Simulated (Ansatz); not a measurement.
# Eu: stress in a strained cell

Aim: deform Eu (equal xy, yz and zx engineering shear strains of +2 %) and compute stress, forces and field gradients with LAPW, PAW and all-electron datasets made for the crystal.

Program: Ansatz 0.2.0. Level of theory: DFT PBE, scalar-relativistic. These are calculated values, not measurements.

1 further run of the same task is left out (set aside as unsound or not needed).

### Step 1. Starting point

The structure is cubic, space group Fd-3m (No. 227). Conventional cell: a = 8.294 Å, b = 8.294 Å, c = 8.294 Å, α = 90.00°, β = 90.00°, γ = 90.00°. Around Eu (site symmetry -43m) lie 4 Eu at 3.59 Å.

As a file:

```
CELL_PARAMETERS angstrom
0.00000 4.14690 4.14690
4.14690 0.00000 4.14690
4.14690 4.14690 0.00000
ATOMIC_POSITIONS crystal
Eu 0.00000 0.00000 0.00000
Eu 0.25000 0.25000 0.25000
```

Atoms are numbered in the order of the input: Eu1, Eu2.

### Step 2. After the deformation

Space group Fd-3m before, R-3m after.

### Step 3. LAPW, all electrons

Input file input.yaml:

```yaml
crystal:
  lattice:
    - [0.0829379155, 4.1883647315, 4.1883647315]
    - [4.1883647315, 0.0829379155, 4.1883647315]
    - [4.1883647315, 4.1883647315, 0.0829379155]
  atoms:
    - { symbol: Eu, position: [0.0, 0.0, 0.0], spin: 7.0 }
    - { symbol: Eu, position: [0.25, 0.25, 0.25], spin: 7.0 }
magnetization:
  spin_polarized: true
kpoints:
  mp_grid: { grid: [10, 10, 10] }
scf:
  occupations: { method: fermi_dirac, width: 0.05 }
hamiltonian:
  xc: pbe
  pseudopotentials: { kind: all_electron, lapw: { basis_error: 0.00025 } }
output:
  forces: true
  stress: true
  eigenvalues: true
```

### Step 4. PAW with frozen cores

input.yaml, as its differences from that of step 3:

```diff
@@ -16,3 +16,3 @@
   xc: pbe
-  pseudopotentials: { kind: all_electron, lapw: { basis_error: 0.00025 } }
+  pseudopotentials: { kind: paw }
 output:
@@ -21 +21,2 @@
   eigenvalues: true
+  efg: { contact_densities: true }
```

### Step 5. Datasets made for this crystal

input.yaml, as its differences from that of step 4:

```diff
@@ -16,3 +16,3 @@
   xc: pbe
-  pseudopotentials: { kind: paw }
+  pseudopotentials: { kind: all_electron, datasets: crystal }
 output:
```

(Steps that only read results are left out.)

Before running it: what results should come out? Wanted: pressure; largest shear or deviatoric stress.

The runs gave:

| quantity | value |
| --- | --- |
| pressure | LAPW 0.01, PAW -0.01, crystal datasets 0.01 GPa |
| largest shear or deviatoric stress (LAPW) | 0.00 GPa |

What this shows: The largest part of the stress beyond the pressure is 0.00 GPa in size; the atoms are carried along and not relaxed. No run of the undeformed cell stands beside it, so the pressure holds what the given cell had before the change. PAW: stress within 0.02 GPa of LAPW, forces within 1 meV/Å. Crystal datasets: stress within 0.01 GPa of LAPW, forces within 1 meV/Å. The magnetic state is the one reached from the start moments in this cell; it needn't be the ground state. Spin-orbit coupling is left out, though the cell holds Eu; in elements this heavy it can shift bands and gaps by tenths of an eV. No U acts on the open 4f shell, so gap, moments and field gradients hold for the method alone: without a U such a shell tends to sit at the Fermi level.
